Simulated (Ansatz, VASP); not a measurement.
GaN in VASP and in Ansatz

```
Ga N
1.0
     3.19849    0.00000    0.00000
    -1.59924    2.76997    0.00000
     0.00000    0.00000    5.21134
Ga N
2 2
Direct
  0.33333 0.66667 0.99919
  0.66667 0.33333 0.49919
  0.33333 0.66667 0.37581
  0.66667 0.33333 0.87581
```

Alike in both runs: functional PBEsol; k mesh 8 × 8 × 4; no spin polarisation.

Ansatz relaxed the structure, and its values are those at the end. VASP's run is a single point on that final structure, the one shown.

|  | VASP | Ansatz |
| --- | --- | --- |
| version | VASP 6.6.1 | Ansatz 0.2.0 |
| potentials or method | VASP PAW PBE potentials, release 64 (Ga_d, N), cutoff 520 eV | all-electron LAPW, scalar-relativistic |
| occupations | gaussian, width 0.01 eV | fixed |

|  | VASP | Ansatz | Ansatz less VASP |
| --- | --- | --- | --- |
| gap on the k mesh at the Fermi level (eV) | 1.79 | 1.79 | 0.000 |
| pressure (GPa) | -2.8 | -2.8 | +0.09 |

Ansatz ran all-electron here, so the differences hold the error of VASP's frozen core and of both bases.

Caveats: the PAW data sets were made with another functional, which shifts forces and pressure a little (VASP). A hybrid or GW would open this gap; PBEsol tends to underestimate it.
